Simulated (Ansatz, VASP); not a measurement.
Zn: VASP beside Ansatz

```
Zn
1.0
    -1.56003    1.56003    1.56003
     1.56003   -1.56003    1.56003
     1.56003    1.56003   -1.56003
Zn
1
Cartesian
  0.0000 0.0000 0.0000
```

Alike in both runs: task single point; functional PBE; k mesh 8 × 8 × 8; occupations gaussian, width 0.05 eV; no spin polarisation.

|  | VASP | Ansatz |
| --- | --- | --- |
| version | VASP 6.6.1 | Ansatz 0.2.0 |
| potentials or method | VASP PAW PBE potentials, release 64 (Zn) | scalar-relativistic, plane waves, PAW |
| plane-wave cutoff (eV) | 520 | 420 |
| valence electrons in the cell | 12 | 12 |

```tsv
	VASP	Ansatz	Ansatz less VASP
pressure (GPa)	0.4	0.0	-0.39
```
